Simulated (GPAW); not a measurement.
Runs of GPAW 26.7.0 on CdSe. The structure is cubic, space group F-43m (No. 216). Conventional cell: a = 6.141 Å, b = 6.141 Å, c = 6.141 Å, α = 90.00°, β = 90.00°, γ = 90.00°. Cd (site symmetry -43m) is surrounded by 4 Se at 2.66 Å. Se (site symmetry -43m) is surrounded by 4 Cd at 2.66 Å. Measurements of this composition are mostly on another form, of space group No. 186.

```csv
task,level,potentials or basis,spin,k mesh,cutoff (eV),smearing,maxiter,older calculator (legacy_gpaw),band path,band points,spin axis theta (degrees),gap on the mesh (eV),pressure (GPa),V0 of scaled cells (Å³/atom),B0 (GPa)
equation of state,optB88-vdW,"GPAW PAW data sets (gpaw-data 1.2.1), pw",off,6 × 6 × 6,600,fermi-dirac 0.05 eV,150,yes,-,-,-,-,-,29.67,(b)
band structure,PBE,"GPAW PAW data sets (gpaw-data 1.2.1), pw","SOC, no magnetisation",6 × 6 × 6,600,fermi-dirac 0.05 eV,150,-,"GXWKGLUWLK,UX",100,90,(a),(c),-,-
band structure,r2SCAN,"GPAW PAW data sets (gpaw-data 1.2.1), pw","SOC, no magnetisation",6 × 6 × 6,600,fermi-dirac 0.05 eV,150,-,"GXWKGLUWLK,UX",100,0,(d),-0.3,-,-
single point,LDA,"the program's PAW data sets (release 1.2.1) made for this functional, pw",off,6 × 6 × 6,500,fermi-dirac 0.05 eV,120,-,-,-,-,0.27,-3.7,-,-
equation of state,BP86,"PAW data sets generated in the run's folder for this functional, pw",off,6 × 6 × 6,600,fermi-dirac 0.05 eV,150,-,-,-,-,-,-,29.68,45
dielectric tensor,PBE,"GPAW PAW data sets (gpaw-data 1.2.1), pw",off,6 × 6 × 6,450,fermi-dirac 0.001 eV,150,-,-,-,-,0.54,-,-,-
single point,PBE,"GPAW PAW data sets (gpaw-data 1.2.1), pw",off,6 × 6 × 6,450,fermi-dirac 0.05 eV,120,-,-,-,-,0.54,0.3,-,-
```

Alike in all rows: cell as given.

**Question.** Estimate the missing entries.

**Answer.** (a) 0.42; (b) 46; (c) 1.1; (d) 0.88.

Caveats: the PAW data sets were made with another functional, which shifts forces and pressure a little (some runs); spin-orbit coupling was added after a scalar SCF, so levels and gaps hold it while energy, forces, pressure and moments don't (some runs); this program's spin-orbit splittings come out too wide for heavy elements (some runs); the cutoff is short for stress and forces, so pressures can be off by a GPa or more (some runs); the dielectric constant isn't converged in the k mesh (some runs); the gap is small at this level, which inflates the dielectric constant (some runs); the long-wavelength limit can be off by several per cent where d states take part (some runs).

A k mesh can miss the band edges, and rows without SOC leave out spin-orbit coupling on Cd, Se.
